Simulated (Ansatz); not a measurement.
An Ansatz run on BN in the wurtzite structure left the output below. The cell was relaxed with r2SCAN and then strained (uniaxial -1.0 % along z, other directions held), with the atoms relaxed again with r2SCAN; k points keep the names of the unstrained zone.

The cell given to it:
```xyz
4
Lattice="2.5440 0.0000 0.0000 -1.2720 2.2031 0.0000 0.0000 0.0000 4.1657" Properties=species:S:1:pos:R:3 pbc="T T T"
B     0.0000    1.4688    0.0008
B     1.2720    0.7344    2.0837
N     0.0000    1.4688    1.5613
N     1.2720    0.7344    3.6442
```

Main lines of the log:
```
scf.n_extra_bands = 5 over 8 filled bands (N_el = 16.0): the run solves 13 bands
Pseudopotential: B, paw, valence charge 3, recommended cutoff 420 eV
Pseudopotential: N, paw, valence charge 5, recommended cutoff 420 eV
Crystal: 4 atoms, lattice volume = 23.347 Å³
Basis set: ecut = 420 eV, 463 PW (Γ)
Bands: 13, of which v1, the nominal top of the filled ones, is band 8 counted from 1 (7 counted from 0)
Symmetry: 12 space group operations
Space group: P63mc (ITA 186)
k-points: 36 of 324 (time reversal used)
[warm-up without exact exchange]
SCF 1 stopped early in 2 iterations: F = -1084.464517 eV  dr2 = 1.44e-4
[exact exchange on]
Exchange kernel: α = 0.2500, screened, ω = 0.2079 Å⁻¹, Wigner–Seitz truncation, v(0) = 1043.6656 eV·Å³, q-mesh 9×9×4
preconditioner: auto → none  [insulator: Δε(μ)=6.519 eV  ℏωp=30.7 eV]
SCF 2 converged in 7 iterations: F = -1084.832081 eV  dr2 = 6.53e-8
hybrid outer 1: dexx = +4.361e-3 eV, tail = 1.04e-5 eV
SCF 3 converged in 3 iterations: F = -1084.832136 eV  dr2 = 1.97e-9
hybrid outer 2: dexx = +1.461e-7 eV, tail = 7.79e-9 eV, Δε = 1.60e-3 eV, ΔF = 4.01e-4 eV/Å
Free energy (F): -1084.832136 eV
Fermi energy:    10.668535 eV
--- Forces (eV/Å), atoms counted from 1 ---
  atom   1  B       0.00000      0.00000    -0.02137
  atom   2  B       0.00000      0.00000    -0.02137
  atom   3  N       0.00000      0.00000      0.02138
  atom   4  N       0.00000      0.00000      0.02138
--- Stress (GPa, compression-positive) ---
       -3.693148       0.000000       0.000000
        0.000000      -3.693148       0.000000
        0.000000       0.000000       6.189059
  P = ⅓ Tr σ = -0.3991 GPa (-3.991 kbar)
--- Band table (eV; the first three rows and the last of 36) ---
  k-point 0: bands = […, -1.2878, 8.2640, 8.2640, 10.4211, 10.6685, 10.6685, 20.7162, 20.7162, 21.4289, 21.8259, …]
  k-point 1: bands = […, 0.6714, 8.4554, 8.5580, 8.5580, 10.2412, 10.2412, 21.1880, 21.1880, 21.7833, 21.8272, …]
  k-point 2: bands = […, 4.5089, 4.5089, 9.3361, 9.3361, 9.3361, 9.3361, 21.8512, 21.8512, 22.4086, 22.4086, …]
  k-point 35: bands = […, 0.9028, 0.9028, 2.2626, 2.2626, 7.4099, 7.4099, 21.9026, 21.9026, 22.6890, 22.6890, …]
```

The file bands.tsv (bands near the Fermi energy, numbered from 0, rounded):
```tsv
# k_distance	band_3	band_4	band_5	band_6	band_7	band_8	band_9	band_10	band_11
# fermi_ev = 10.668535
# [0, 0, 0] at k_distance = 0.000000
# [0.5, 0, 0] at k_distance = 1.425971
# [0.3333333333, 0.3333333333, 0] at k_distance = 2.249256
# [0, 0, 0.5] at k_distance = 4.060314
# [0.5, 0, 0.5] at k_distance = 5.486285
# [0.3333333333, 0.3333333333, 0.5] at k_distance = 6.309570
# [0.1, 0, 0] at k_distance = 7.905788
# levels_relative_to = fermi_ev
0.000	-2.405	-2.405	-0.247	0.000	0.000	10.048	10.048	10.760	11.157
1.426	-8.502	-7.612	-5.522	-4.792	-2.273	8.103	9.616	12.432	13.321
2.249	-7.896	-7.896	-5.962	-5.962	-5.849	6.550	15.806	15.990	15.990
4.060	-6.160	-1.332	-1.332	-1.332	-1.332	11.183	11.183	11.740	11.740
5.486	-11.011	-4.147	-4.147	-3.858	-3.858	8.141	8.141	11.833	11.833
6.310	-9.766	-8.406	-8.406	-3.259	-3.259	11.234	11.234	12.020	12.020
7.906	-3.456	-2.831	-0.875	-0.486	-0.238	9.721	10.514	11.070	11.913
```
In order the rows are Γ, M, K, A, L, H, Γ–M (0.20).

**Question.** What input produced it? Give the YAML.

**Answer.**
```yaml
crystal:
  # lattice and atoms as above
kpoints:
  mp_grid: { grid: [9, 9, 4] }
  band_path:
    path:
      - [0.0, 0.0, 0.0]
      - [0.5, 0.0, 0.0]
      - [0.3333333333, 0.3333333333, 0.0]
      - [0.0, 0.0, 0.5]
      - [0.5, 0.0, 0.5]
      - [0.3333333333, 0.3333333333, 0.5]
      - [0.1, 0.0, 0.0]
    npoints: 1
hamiltonian:
  xc: hse06
scf:
  occupations: { method: fixed }
  n_extra_bands: 5
output:
  forces: true
  stress: true
  eigenvalues: true
```
The exchange loop shows exact exchange. A single point prints forces and stress when the output block asks for them. Close relatives of this functional can't be ruled out from these lines alone. This is the file that was run; thresholds and some counts can't be read off the log exactly.

It took 13 s on 1 × NVIDIA H100 80GB HBM3 with 2 threads of AMD EPYC 7R13 Processor (Zen 3), with other jobs on the host, load about 1.6 per core; peak host memory 1.9 GiB.

The values are computed, spin-unpolarised, and not measurements.

The stress of a hybrid is loosely converged in these runs.
